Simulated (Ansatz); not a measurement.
# How settings move the results for AlNi

```
Al Ni
1.0
     2.88100    0.00000    0.00000
     0.00000    2.88100    0.00000
     0.00000    0.00000    2.88100
Al Ni
1 1
Direct
  0.00000 0.00000 0.00000
  0.50000 0.50000 0.50000
```

Atom numbers follow the list: Al1, Ni2.

The cell is COD entry 9008802, as deposited and not checked against the literature; nothing was relaxed.

Computed with DFT, PBE, PAW with Ansatz's default frozen-core files, scalar-relativistic (Ansatz 0.2.0).

Numerical set-up: a Γ-centred 14×14×14 k mesh, Fermi–Dirac smearing of 0.03 eV, cutoff 420 eV, spin-polarised from start moments Ni2 1.5 μB (the moments died away, and the run ended non-magnetic). One setting is then changed at a time.

P includes the program's estimate of the Pulay (finite-basis) term, listed apart; without it the pressure would be far more sensitive to the cutoff.

```json
{"PAW cutoff (eV)": "420 (base)", "free energy less the base's (meV/atom)": "0.0", "P (GPa)": "2.08", "Pulay term in P (GPa)": "0.06"}
{"PAW cutoff (eV)": "150", "free energy less the base's (meV/atom)": "44945", "P (GPa)": "25.81", "Pulay term in P (GPa)": "2209.32"}
{"PAW cutoff (eV)": "200", "free energy less the base's (meV/atom)": "7654", "P (GPa)": "8.44", "Pulay term in P (GPa)": "483.45"}
{"PAW cutoff (eV)": "300", "free energy less the base's (meV/atom)": "?", "P (GPa)": "3.51", "Pulay term in P (GPa)": "?"}
{"PAW cutoff (eV)": "500", "free energy less the base's (meV/atom)": "-0.9", "P (GPa)": "2.08", "Pulay term in P (GPa)": "0.03"}
{"PAW cutoff (eV)": "600", "free energy less the base's (meV/atom)": "-1.2", "P (GPa)": "2.07", "Pulay term in P (GPa)": "0.01"}
```

(1) Give the missing entry: row "300", column "Pulay term in P (GPa)".

(2) Fill in "free energy less the base's (meV/atom)" for the row "300".

## Answers

(1) 20.55.

(2) 168.
